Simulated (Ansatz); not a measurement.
# CdO: the cost of one run

Method: DFT PBE, scalar-relativistic, plane waves, PAW, in Ansatz 0.2.0.

3 further runs of the same task are left out: 1 that didn't finish, 2 set aside as unsound or not needed.

### Step 1. The system as given

Symmetry: Fm-3m, No. 225, cubic system. Conventional cell: a = 4.768 Å, b = 4.768 Å, c = 4.768 Å, α = 90.00°, β = 90.00°, γ = 90.00°. Cd (site symmetry m-3m) has 6 O at 2.38 Å as nearest neighbours. Around O (site symmetry m-3m) lie 6 Cd at 2.38 Å.

Coordinates:

```cif
data_structure
_symmetry_space_group_name_H-M 'P 1'
_symmetry_Int_Tables_number 1
_cell_length_a 3.3713
_cell_length_b 3.3713
_cell_length_c 3.3713
_cell_angle_alpha 60.000
_cell_angle_beta 60.000
_cell_angle_gamma 60.000
_cell_volume 27.09
loop_
_atom_site_label
_atom_site_type_symbol
_atom_site_fract_x
_atom_site_fract_y
_atom_site_fract_z
_atom_site_occupancy
Cd1 Cd 0.00000 0.00000 0.00000 1
O1 O 0.50000 0.50000 0.50000 1
```

This cell was relaxed beforehand with the same method: volume 13.55 Å³/atom, gap on the mesh none (metal).

### Step 2. Bands, states and charges

File input.yaml:

```yaml
crystal:
  lattice:
    - [0.0, 2.3495, 2.3495]
    - [2.3495, 0.0, 2.3495]
    - [2.3495, 2.3495, 0.0]
  atoms:
    - { symbol: Cd, position: [0.0, 0.0, 0.0] }
    - { symbol: O, position: [0.5, 0.5, 0.5], spin: 1.0 }
basis:
  ecutwfc: 420
kpoints:
  mp_grid: { grid: [6, 6, 6] }
hamiltonian:
  xc: pbe
scf:
  occupations: { method: gaussian, width: 0.1 }
  lower_state_search: "off"
output:
  forces: true
  stress: true
  eigenvalues: true
  populations: true
magnetization:
  spin_polarized: true
```

Started as:

```sh
$ ansatz run input.yaml --threads 1 --pin off --max-ram 2560MiB --backend cpu --events-out ev --progress --plain --runs-dir out
```

**Question.** How long does this run take on 1 thread of Arm Neoverse V1, shared host, and how much memory does it need?

About 2.2 s, with a peak of 0.26 GiB.
